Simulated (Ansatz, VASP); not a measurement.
# Cross-check of AlNi between VASP and Ansatz, part 2 of 2

Wanted: the spread between two codes on one cell, functional and k mesh. The structure shown is the end of the Ansatz relaxation below.

VASP 6.6.1 and Ansatz 0.2.0.

So far. Step 3 (VASP: single point, PBEsol, pair 1): The run ends at a pressure of 0.97 GPa.

## 6. VASP: single point, PBEsol, pair 2 (continued)

Level of this step: PBEsol, no spin polarisation; plane waves and PAW (Ni, Al) (VASP).

Numbers of over 12 decimals in the logs are rounded to 6 here.

OUTCAR, selected parts (step 6):

```text
  Total        0.0223035      0.0223035      0.1620951      0.0000000      0.0000000      0.0000000
  in kB        1.5270731      1.5270731     11.0982873      0.0000000      0.0000000      0.0000000
  external PRESSURE =       4.7174778 kB  Pullay stress =       0.0000000 kB

 POSITION                                       TOTAL-FORCE (eV/Angst)
 -----------------------------------------------------------------------------------
      1.43692      1.43692      1.41667         0.000000      0.000000      0.000000
      0.00000      0.00000      0.00000         0.000000      0.000000      0.000000
 -----------------------------------------------------------------------------------
    total drift:                                0.000000      0.000000     -0.000000

  FREE ENERGIE OF THE ION-ELECTRON SYSTEM (eV)
  ---------------------------------------------------
  free  energy   TOTEN  =       -11.5874155339 eV

  energy  without entropy=      -11.5799882865  energy(sigma->0) =      -11.58370191

[... 1 part as in an earlier step ...]

[... 2 further parts left out ...]
[key lines of the parts left out:]
E-fermi :  10.1984
```

The run ends at a pressure of 0.47 GPa.

## 7. Comparison

What differs besides the data sets and the points named for the pairs above, as far as they apply: the data sets hold 21 valence electrons in Ansatz (on its PAW soft_1 files) and 13 in VASP. Total energies have different zeros and are not compared.

The two programs side by side:

```csv
quantity,Ansatz,VASP,difference
pressure (GPa),0.32,0.47,-0.16
```

## 8. Ansatz: relaxation, PBEsol

This run makes the geometry at which the two programs are then compared. The cell compared in this pair holds 23.28 Å³, against 23.40 Å³ for the pair before.

The structure compared here is the end of the Ansatz relaxation.

File input.yaml:

```yaml
crystal:
  lattice:
    - [2.8834236925, 0.0, 0.0]
    - [0.0, 2.8834236925, 0.0]
    - [0.0, 0.0, 2.77610023]
  atoms:
    - { symbol: Ni, position: [0.5, 0.5, 0.5] }
    - { symbol: Al, position: [0.0, 0.0, 0.0] }
kpoints:
  mp_grid: { grid: [15, 15, 15] }
scf:
  occupations: { method: fermi_dirac, width: 0.05 }
hamiltonian:
  xc: pbesol
  pseudopotentials: { kind: paw, azcp: { folder: soft_1 }, xc_functional: pbe }
basis:
  ecutwfc: 600
output:
  forces: true
  stress: true
relax:
  f_tol: 0.005
  max_steps: 70
  cell: { stress_tol: 0.02, p_target: 0, fix: [c, alpha, beta, gamma] }
```

Started as:

```
> ansatz run input.yaml --threads 4 --pin off --max-ram 10240MiB --backend cpu --events-out ev --progress --plain --runs-dir out
```

Log:

```text
[...]
Crystal: 2 atoms, lattice volume = 23.081 Å³
Basis set: ecut = 600 eV, 751 PW (Γ), exchange–correlation on 48×48×48 points (8 copies of the dense FFT grid, shifted against one another)
Bands: 15, of which v1, the nominal top of the filled ones, is band 11 counted from 1 (10 counted from 0)
Symmetry: 16 space group operations
[...]
k-points: 288 of 3375
[...]
0.013197      -0.000000      -0.000000
       -0.000000       0.013197       0.000000
       -0.000000       0.000000       4.008072
  P = ⅓ Tr σ = 1.3448 GPa (13.448 kbar)
--- Relaxed structure (3 steps of the walk, 3 accepted, 1 SCFs on fresh bases) ---
[...]
cell:  # Å, volume = 23.2809 Å³
    - [2.895890, 0, 0]
    - [0, 2.895890, 0]
    - [0, 0, 2.77610023]
  atoms:
    - { symbol: Ni, position: [0.5, 0.5, 0.500000] }
    - { symbol: Al, position: [0, 0, 0] }
[key lines of the parts left out:]
SCF converged after 9 iterations
Free energy (F): -6330.871018 eV
Fermi energy:    14.198936 eV
```

## 9. VASP: single point, PBEsol, pair 3

The same cell, functional, mesh and smearing now go to VASP, with its own data sets.

File INCAR:

```
SYSTEM = AlNi
PREC = Accurate
ENCUT = 600
EDIFF = 1E-06
NELM = 120
ISMEAR = -1
SIGMA = 0.05
LREAL = .FALSE.
ALGO = Normal
GGA = PS
NBANDS = 12
LASPH = .TRUE.
LORBIT = 11
LWAVE = .FALSE.
LCHARG = .FALSE.
ISIF = 2
GGA_COMPAT = .FALSE.
KPAR = 2
```

File POSCAR:

```
AlNi
1.0
    2.8958904901      0.0000000000      0.0000000000
    0.0000000000      2.8958904901      0.0000000000
    0.0000000000      0.0000000000      2.7761002300
Ni Al
1 1
Direct
    0.5000000000      0.5000000000      0.5000000000
    0.0000000000      0.0000000000      0.0000000000
```

File KPOINTS:

```
Automatic mesh
0
Gamma
15 15 15
0 0 0
```

Potentials, in the order of the species: Ni and Al (PBE family, release 64).

Started as:

```
> mpirun -np 2 vasp_std
```

Log:

```text
[... set-up lines as in an earlier step ...]
 entering main loop
       N       E                     dE             d eps       ncg     rms          rms(c)
DAV:   1     0.435567354352E+02    0.43557E+02   -0.61081E+03  6960   0.128E+03
DAV:   2    -0.114439676818E+02   -0.55001E+02   -0.50886E+02  7096   0.207E+02
DAV:   3    -0.132197279346E+02   -0.17758E+01   -0.17504E+01  8408   0.433E+01
DAV:   4    -0.132451941699E+02   -0.25466E-01   -0.25455E-01  7776   0.465E+00
[...]
DAV:  11    -0.115801765032E+02   -0.77033E-07   -0.65353E-05  8608   0.795E-02    0.238E-02
DAV:  12    -0.115801751593E+02    0.13439E-05   -0.64885E-06  8120   0.413E-02    0.422E-03
DAV:  13    -0.115801747254E+02    0.43386E-06   -0.17971E-07  4176   0.638E-03
   1 F= -.11580175E+02 E0= -.11576461E+02  d E =-.742750E-02
```

Parts of OUTCAR (step 9):

```text
  Total        0.0258134      0.0258134      0.6153145      0.0000000      0.0000000      0.0000000
  in kB        1.7764624      1.7764624     42.3456048      0.0000000      0.0000000      0.0000000
  external PRESSURE =      15.2995099 kB  Pullay stress =       0.0000000 kB

 POSITION                                       TOTAL-FORCE (eV/Angst)
 -----------------------------------------------------------------------------------
      1.44795      1.44795      1.38805         0.000000      0.000000      0.000000
      0.00000      0.00000      0.00000         0.000000      0.000000      0.000000
 -----------------------------------------------------------------------------------
    total drift:                                0.000000     -0.000000     -0.000000

  FREE ENERGIE OF THE ION-ELECTRON SYSTEM (eV)
  ---------------------------------------------------
  free  energy   TOTEN  =       -11.5801747254 eV

  energy  without entropy=      -11.5727472218  energy(sigma->0) =      -11.57646097

[... 1 part as in an earlier step ...]

[... 2 further parts left out ...]
[key lines of the parts left out:]
E-fermi :  10.2544
```

The run ends at a pressure of 1.53 GPa.

## 10. Side by side

What differs besides the data sets and the points named for the pairs above, as far as they apply: the data sets hold 21 valence electrons in Ansatz (on its PAW soft_1 files) and 13 in VASP. Total energies have different zeros and are not compared.

Both answers:

```csv
quantity,Ansatz,VASP,difference
pressure (GPa),1.34,1.53,-0.19
```

## 11. What came out

- difference in pressure (single point, PBEsol, pair 1): -0.20 GPa
- difference in pressure (single point, PBEsol, pair 2): -0.16 GPa
- difference in pressure (single point, PBEsol, pair 3): -0.19 GPa

In words: The difference in pressure is -0.20 GPa (single point, PBEsol, pair 1), within the 1 GPa picked in this series as the mark of a large difference. The data sets hold unlike numbers of valence electrons (21 in Ansatz and 13 in VASP), so part of the differences comes from the potentials. 2 further runs of this series are not shown here. How closely two codes agree says nothing of how well the functional describes the real material.

[Lines on the potential files, build, host, timing and source positions are cut from VASP's logs without a mark.]

[Logs are printed without paths, hosts, clocks, repeated set-up lines and the standing remarks that a program may print on its own settings, such as how far it seeks lower states.]

[Hosts, paths, dates, database ids (printed as entryN), source tags and the programs' standing remarks are cut or masked in the printed files.]
